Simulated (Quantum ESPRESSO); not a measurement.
SnO, 4 atoms in the cell. The typed cell holds 4 atoms: a = 3.814 Å, b = 3.814 Å, c = 4.887 Å, α = 90.00°, β = 90.00°, γ = 90.00°. The cell is a database's computed one. The cell isn't the ideal one: atoms moved at random, drawn with an rms of 0.15 Å.

| Item | Value |
| --- | --- |
| Program | Quantum ESPRESSO 7.5 |
| Task | single point |
| Functional | PBE |
| Potentials or basis | SG15 PBE 1.2 |
| Cutoff | 952 eV |
| Density cutoff | 3810 eV |
| k mesh | 4 × 4 × 2 |
| Occupations | fermi-dirac, width 0.05 eV |
| Spin | no spin polarisation |
| Mixing beta | 0.5 |
| Most SCF iterations | 120 |
| SCF threshold | 8e-10 Ry |

Potentials or basis: SG15 PBE 1.2.

Launch:

```console
$ OMP_NUM_THREADS=1 mpirun -n 2 pw.x -nk 2 -in pw.in > pw.out
```

Hardware: 2 MPI ranks on Arm Neoverse V1, with other jobs on the host.

Q: Estimate the wall time of this run.

A: Wall time 23 s on 2 MPI ranks on Arm Neoverse V1, with other jobs on the host, peak memory 0.18 GiB a rank. Counts: scf iterations 11, k pools 2, bands 28, k points 20, g dense 37969.
